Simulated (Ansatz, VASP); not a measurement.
# Si47C47O (O_C-V_Si (Si site 1) basal): VASP beside Ansatz, part 2 of 3

One calculation is typed for both programs; each brings its own data sets. How far apart do they land? The cell is taken from a series of runs on this material, whose earlier steps may have relaxed, scaled, displaced or heated it; both programs get it as it stands.

VASP 6.6.1 and Ansatz 0.2.0.

So far. Step 3 (VASP: single point, PBE, pair 1): The run ends at a pressure of 1.65 GPa, with forces up to 0.019 eV/Å.

### 6. VASP: single point, PBE, pair 2

Level of this step: PBE, spin-polarised from a ferromagnetic start; plane waves and PAW (Si, C, O) (VASP).

The same cell, functional, mesh and smearing now go to VASP, with its own data sets.

INCAR

```
SYSTEM = Si47C47O
PREC = Accurate
ENCUT = 520
EDIFF = 1E-06
NELM = 200
ISMEAR = -1
SIGMA = 0.01
LREAL = Auto
ALGO = Normal
GGA = PE
NELECT = 383
NBANDS = 264
ISPIN = 2
MAGMOM = 0 0 0 0 0 0 -0 -0 -0 -0 0 0 -0 0 -0 0 0 0 0 0 -0 0 0 0 -0 -0 0 0 0 0 0 0 -0 0 0 0 -0 -0 0 -0 0 0 0 0 0 0 0 0 0.01 0.01 0 0 0 0 0 0 0 0 0.02 0 -0 0.01 0 -0 0 0 0 0.08 0 0 0 0 0.01 -0 0 0 -0 0.07 0 0 0 0 0 0 0 0 0.27 0 0 0 0 0.02 0.02 -0 0
LORBIT = 11
LWAVE = .FALSE.
LCHARG = .FALSE.
ISIF = 2
NUPDOWN = 1
LASPH = .TRUE.
GGA_COMPAT = .FALSE.
NCORE = 2
```

POSCAR

```
Si47C47O
1.0
    9.2824133794      5.3592039794      0.0000000000
   -9.2824134800      5.3592038053      0.0000000000
    0.0000000000      0.0000000000     10.1291978199
Si C O
47 47 1
Direct
    0.0022730810      0.0021352157      0.5000722644
    0.1707212382      0.3378332378      0.4984898845
    0.3380312922      0.1706251123      0.4984462376
[... 1 atom line left out ...]
    0.1683720801      0.1682433639      0.2501129703
[... 3 atom lines left out ...]
    0.3335221300      0.3334081089      0.7481721059
[... 5 atom lines left out ...]
    0.3306044982      0.6611136779      0.4986793510
[... 2 atom lines left out ...]
    0.3327586668      0.5007563843      0.2562838184
[... 1 atom line left out ...]
    0.1666332455      0.4992374473      0.7489828049
[... 5 atom lines left out ...]
    0.6611684389      0.3304467717      0.4986212750
[... 1 atom line left out ...]
    0.5008883123      0.3325590015      0.2563121865
[... 2 atom lines left out ...]
    0.4993534539      0.1665298404      0.7489738878
[... 5 atom lines left out ...]
    0.6679834303      0.8373451398      0.4985894129
    0.8374672617      0.6678408321      0.4985754925
    0.4987673615      0.8325200545      0.2490195234
    0.6671195397      0.6669909116      0.2453205498
    0.8326344475      0.4986359265      0.2490050316
    0.4973115999      0.6628127657      0.7473089064
    0.6628828337      0.4971948154      0.7472647311
    0.8330670497      0.8329549026      0.7487235075
[... 4 atom lines left out ...]
    0.1672492225      0.3335198231      0.1867039020
    0.3336190154      0.1671037932      0.1866719939
[... 1 atom line left out ...]
    0.1656379952      0.3323811472      0.6870569768
    0.3325097833      0.1655436117      0.6870463181
    0.9962650188      0.3307622317      0.4389171089
    0.1672227503      0.1670897897      0.4380162419
    0.3308692144      0.9960917517      0.4389232642
[... 5 atom lines left out ...]
    0.3337138767      0.6672975555      0.1862341534
[... 2 atom lines left out ...]
    0.3322688877      0.6666101977      0.6868084244
    0.9994970438      0.8343994728      0.4378805827
    0.1639055901      0.6677186352      0.4390954626
    0.3177525409      0.5010907996      0.4331084181
[... 4 atom lines left out ...]
    0.6674520538      0.3336019459      0.1861864680
[... 2 atom lines left out ...]
    0.6667109220      0.3321691995      0.6867817817
[... 1 atom line left out ...]
    0.5012046739      0.3175978878      0.4330555342
[... 1 atom line left out ...]
    0.8345499692      0.9993592617      0.4378873597
[... 3 atom lines left out ...]
    0.5015930409      0.5014468135      0.1905790021
    0.6674088956      0.8333623826      0.1886915343
    0.8334807334      0.6672782526      0.1886770913
    0.4985698312      0.4985097850      0.7038492157
    0.6658945859      0.8299287876      0.6833324336
    0.8300260450      0.6657750800      0.6833128929
    0.5008513394      0.8304210533      0.4370408539
    0.8305389336      0.5007102898      0.4370248724
    0.4996284020      0.6679020491      0.9383175970
    0.6680090080      0.4995125581      0.9382792820
[... 1 atom line left out ...]
    0.6935310440      0.6934127164      0.4261173676
```

KPOINTS

```
Automatic mesh
0
Gamma
1 1 1
0 0 0
```

Potentials, in the order of the species: Si, C and O (PBE family, release 64).

Started as:

```console
> mpirun -np 8 vasp_gam
```

Numbers of over 12 decimals in the logs are rounded to 6 here.

The program printed:

```text
[... set-up lines as in an earlier step ...]
 entering main loop
       N       E                     dE             d eps       ncg     rms          rms(c)
DAV:   1     0.230543302193E+04    0.23054E+04   -0.19903E+05  1056   0.139E+03
DAV:   2    -0.520545733233E+03   -0.28260E+04   -0.26145E+04  1360   0.280E+02
DAV:   3    -0.782378163603E+03   -0.26183E+03   -0.25830E+03  1288   0.812E+01
DAV:   4    -0.789435088722E+03   -0.70569E+01   -0.70219E+01  1288   0.149E+01
DAV:   5    -0.789638528834E+03   -0.20344E+00   -0.20313E+00  1280   0.252E+00BRMIX: very serious problems
 the old and the new charge density differ
 old charge density:   382.00000 new  383.00000
    0.601E+01
DAV:   6    -0.703451469022E+03    0.86187E+02   -0.27639E+02  1248   0.229E+01    0.265E+01
DAV:   7    -0.701620822942E+03    0.18306E+01   -0.26752E+01  1336   0.789E+00    0.122E+01
DAV:   8    -0.701441342624E+03    0.17948E+00   -0.89442E+00  1392   0.438E+00    0.701E+00
DAV:   9    -0.701319369805E+03    0.12197E+00   -0.15134E+00  1264   0.233E+00    0.335E+00
[...]
DAV:  19    -0.701209833097E+03    0.46393E-05   -0.11210E-04  1272   0.146E-02    0.271E-02
DAV:  20    -0.701209831297E+03    0.17997E-05   -0.38529E-05  1256   0.879E-03    0.141E-02
DAV:  21    -0.701209830844E+03    0.45307E-06   -0.60782E-06  1144   0.424E-03
   1 F= -.70120983E+03 E0= -.70120899E+03  d E =-.168386E-02  mag=     1.0000
```

OUTCAR, selected parts (step 6):

```text
  FREE ENERGIE OF THE ION-ELECTRON SYSTEM (eV)
  ---------------------------------------------------
  free  energy   TOTEN  =      -701.2098308441 eV

  energy  without entropy=     -701.2081469837  energy(sigma->0) =     -701.20898891

 magnetization (x)
# of ion       s       p       d       tot
------------------------------------------
    1        0.000   0.001   0.000   0.001
    2       -0.001  -0.001   0.000  -0.002
    3       -0.001  -0.001   0.000  -0.002
    4        0.000   0.000   0.000   0.001
    5       -0.000  -0.000   0.000  -0.000
    6        0.000   0.000   0.000   0.001
    7       -0.000  -0.000   0.000  -0.000
    8       -0.000  -0.000   0.000  -0.000
    9       -0.002  -0.005   0.000  -0.006
   10       -0.000   0.000   0.000   0.000
   11       -0.000   0.001   0.000   0.001
   12       -0.000   0.001   0.000   0.001
   13        0.000  -0.000   0.000  -0.000
[...]
--------------------------------------------------
tot          0.043   0.463   0.000   0.506
```

The run ends at a pressure of 1.68 GPa, with forces up to 0.34 eV/Å.

### 7. Comparison

The two programs side by side:

```tsv
quantity	Ansatz	VASP	difference
total moment, fixed by the input (μB)	1.00	1.00	0.00
moment on C87 (μB)	0.27	0.25	+0.01
moment on C68 (μB)	0.08	0.07	0.00
moment on C78 (μB)	0.07	0.07	0.00
```

Forces on 10 of the 95 atoms, those with the largest forces and the largest differences (eV/Å; atoms numbered as in POSCAR):

```tsv
atom	Ansatz x, y, z	VASP x, y, z
Si2	0.041, -0.266, 0.122	0.039, -0.269, 0.125
Si3	-0.042, -0.271, 0.124	-0.039, -0.268, 0.124
Si15	-0.226, 0.205, 0.143	-0.228, 0.208, 0.147
Si18	0.040, 0.009, -0.311	0.039, 0.009, -0.314
Si26	0.229, 0.209, 0.146	0.226, 0.208, 0.146
Si28	-0.042, 0.010, -0.314	-0.040, 0.010, -0.311
Si37	-0.007, 0.043, 0.011	-0.021, 0.046, 0.022
Si38	0.006, 0.043, 0.011	0.020, 0.047, 0.022
Si40	0.000, 0.075, -0.027	0.000, 0.071, -0.043
Si43	0.149, 0.106, 0.043	0.154, 0.107, 0.042
```

The forces differ by 3.2 meV/Å r.m.s., which is 5.5 % of the r.m.s. force of 0.059 eV/Å (both taken over all components). The cell carries a charge of -1 e against a uniform background, so its pressure also hangs on how the neutralising background is counted, and in a defect's cell a gap may be the spacing between its levels.

### 8. Ansatz: single point, PBE, pair 3

With cell and atoms fixed, the geometry can't cause a difference; cores, projectors, grids and the points listed under the comparison can.

The cell is taken from a series of runs on this material, whose earlier steps may have relaxed, scaled, displaced or heated it; both programs get it as it stands.

input.yaml

```yaml
crystal:
  lattice:
    - [9.28241338, 5.35920398, 0.0]
    - [-9.28241348, 5.35920381, 0.0]
    - [0.0, 0.0, 10.12919782]
  atoms:
    - { symbol: Si, position: [0.00177785099, 0.00164734062, 0.50032491643] }
    - { symbol: Si, position: [0.168893737, 0.33555847246, 0.49956074585] }
    - { symbol: Si, position: [0.33572074241, 0.16878598931, 0.49953788927] }
[... 1 atom line left out ...]
    - { symbol: Si, position: [0.16794913621, 0.16782331895, 0.24991246675] }
[... 3 atom lines left out ...]
    - { symbol: Si, position: [0.33324146394, 0.3331225901, 0.74862227968] }
[... 5 atom lines left out ...]
    - { symbol: C, position: [0.33348105375, 0.16692984578, 0.18668847815] }
[... 2 atom lines left out ...]
    - { symbol: C, position: [0.332344107, 0.16543719409, 0.68731418464] }
[... 1 atom line left out ...]
    - { symbol: C, position: [0.16668500937, 0.16655735509, 0.43799077725] }
[... 5 atom lines left out ...]
    - { symbol: Si, position: [0.16613961981, 0.83251497127, 0.50059152374] }
[... 1 atom line left out ...]
    - { symbol: Si, position: [0.00151840536, 0.83468332494, 0.24940145786] }
[... 2 atom lines left out ...]
    - { symbol: Si, position: [-0.0011512563, 0.66555132101, 0.74846566746] }
[... 5 atom lines left out ...]
    - { symbol: C, position: [7.781061e-05, 0.50000158222, 0.18711882756] }
    - { symbol: C, position: [0.16674219761, 0.83321215099, 0.18673832894] }
    - { symbol: C, position: [0.33365406682, 0.66698040155, 0.18626830154] }
    - { symbol: C, position: [-0.00103348146, 0.49908781655, 0.68667255671] }
    - { symbol: C, position: [0.16525832138, 0.83242644346, 0.68757876479] }
    - { symbol: C, position: [0.33255230228, 0.66658554351, 0.68709513239] }
    - { symbol: C, position: [-0.00015418868, 0.83424274646, 0.43777743616] }
    - { symbol: C, position: [0.16510246129, 0.66728311427, 0.43868278629] }
[... 4 atom lines left out ...]
    - { symbol: Si, position: [0.49983795379, -0.00048160587, 0.49958220803] }
    - { symbol: Si, position: [0.66278727937, 0.33161921472, 0.49974702146] }
[... 1 atom line left out ...]
    - { symbol: Si, position: [0.50040904916, 0.33255901584, 0.25418253646] }
    - { symbol: Si, position: [0.66656095209, 0.1670572702, 0.25063308422] }
    - { symbol: Si, position: [0.83481375529, 0.0013932535, 0.24940770911] }
    - { symbol: Si, position: [0.49933543151, 0.16639569335, 0.74916573463] }
[... 6 atom lines left out ...]
    - { symbol: C, position: [0.66711916326, 0.33353599769, 0.1862438315] }
[... 2 atom lines left out ...]
    - { symbol: C, position: [0.66669713591, 0.33244085474, 0.68708072604] }
    - { symbol: C, position: [0.83255422324, 0.16514315832, 0.68757830636] }
    - { symbol: C, position: [0.50006965704, 0.31694583721, 0.432937963] }
    - { symbol: C, position: [0.6674417091, 0.16498078705, 0.43868139276] }
[... 4 atom lines left out ...]
    - { symbol: Si, position: [0.66849792025, 0.83783973811, 0.49889281697] }
[... 2 atom lines left out ...]
    - { symbol: Si, position: [0.6679479679, 0.66782177538, 0.24535202698] }
[... 1 atom line left out ...]
    - { symbol: Si, position: [0.49770312407, 0.66321603344, 0.74772757285] }
    - { symbol: Si, position: [0.6633128149, 0.49758311108, 0.74770283575] }
    - { symbol: Si, position: [0.83311631974, 0.83299870658, 0.74898446169] }
[... 3 atom lines left out ...]
    - { symbol: C, position: [0.50195650599, 0.50182149165, 0.19099183242] }
    - { symbol: C, position: [0.6674129387, 0.83343733559, 0.18862491585] }
    - { symbol: C, position: [0.83355815492, 0.66728642788, 0.18861716817] }
    - { symbol: C, position: [0.49839685206, 0.49830578916, 0.70360117562] }
    - { symbol: C, position: [0.6660076822, 0.83000033203, 0.6834754663] }
    - { symbol: C, position: [0.83011165065, 0.66588755981, 0.68346394358] }
    - { symbol: C, position: [0.50126890856, 0.83060670109, 0.4370497468] }
    - { symbol: O, position: [0.69353341968, 0.69341156694, 0.4262996403] }
    - { symbol: C, position: [0.83072746417, 0.5011363598, 0.43704122252] }
    - { symbol: C, position: [0.4997338624, 0.66788142157, 0.93836318739] }
[... 1 atom line left out ...]
    - { symbol: C, position: [0.83273480332, 0.83261465708, 0.93746054042] }
  host:
    repeats: [2, 2, 1]
    atoms:
      - { symbol: Si, position: [0.0, 0.0, 0.49984857] }
      - { symbol: Si, position: [0.33333333, 0.66666667, 0.49984857] }
      # ... 22 more atoms of the perfect host
total_charge: -1
basis:
  ecutwfc: 420
  xc_grid: 2
hamiltonian:
  xc: pbe
kpoints:
  mp_grid: { grid: [1, 1, 1] }
magnetization:
  spin_polarized: true
  initial_magnetization: 1
  spin_locking: { lock_magnetization: hard }
scf:
  occupations: { method: fermi_dirac, width: 0.01 }
  max_iter: 80
output:
  forces: true
  charged_corrections:
    epsilon: [7.02, 7.02, 7.32]
    static_epsilon: [10.34, 10.34, 11.03]
    defect_position: [0.5, 0.5, 0.49984]
checkpoint:
  read: "../qm1_M1.relax_smeared.run"
  write: "../cc0.qm1_M1.l0.33.run"
  compress: false
  write_wavefunctions: false
  write_every: 100000
```

Started as:

```console
> ansatz run input.yaml --threads 4 --pin off --max-ram 14131MiB --backend cpu --events-out ev --progress --plain --runs-dir out
```

The program printed:

```text
[...]
Crystal: 95 atoms, lattice volume = 1007.781 Å³
Basis set: ecut = 420 eV, 19671 PW (Γ), exchange–correlation on 144×144×144 points (8 copies of the dense FFT grid, shifted against one another)
Bands: 287, of which v1, the nominal top of the filled ones, is band 192 counted from 1 (191 counted from 0)
Symmetry: 1 space group operations
[...]
k-points: 1
[...]
atom  51  Si    -0.04511750    -0.01888135    -0.06166674
[...]
atom  92  C      0.01966511     0.04155031     0.00318289
  atom  93  C     -0.06483466     0.04725398     0.04434494
  atom  94  C      0.06495954     0.04696401     0.04397660
  atom  95  C      0.00026321     0.01294623    -0.00010934
  max |Σ_I F_I| component: 1.98e-5 eV/Å
[...]
--- Band table (eV) ---
  k-point 0 ↑: bands = [... 188 lower, 9.0026, 9.1829, 10.0035, 10.2019, 11.2572, 11.3664, 11.3726, 11.5075, ... 91 higher]
  k-point 0 ↓: bands = [... 188 lower, 9.0572, 9.4281, 10.5048, 10.5322, 11.2608, 11.3689, 11.3786, 11.5172, ... 91 higher]
```

(Continued in part 3 of 3.)

[Lines on the potential files, build, host, timing and source positions are cut from VASP's logs without a mark.]

[Logs are printed without paths, hosts, clocks, repeated set-up lines and the standing remarks that a program may print on its own settings, such as how far it seeks lower states.]

[Hosts, paths, dates, database ids (printed as entryN), source tags and the programs' standing remarks are cut or masked in the printed files.]
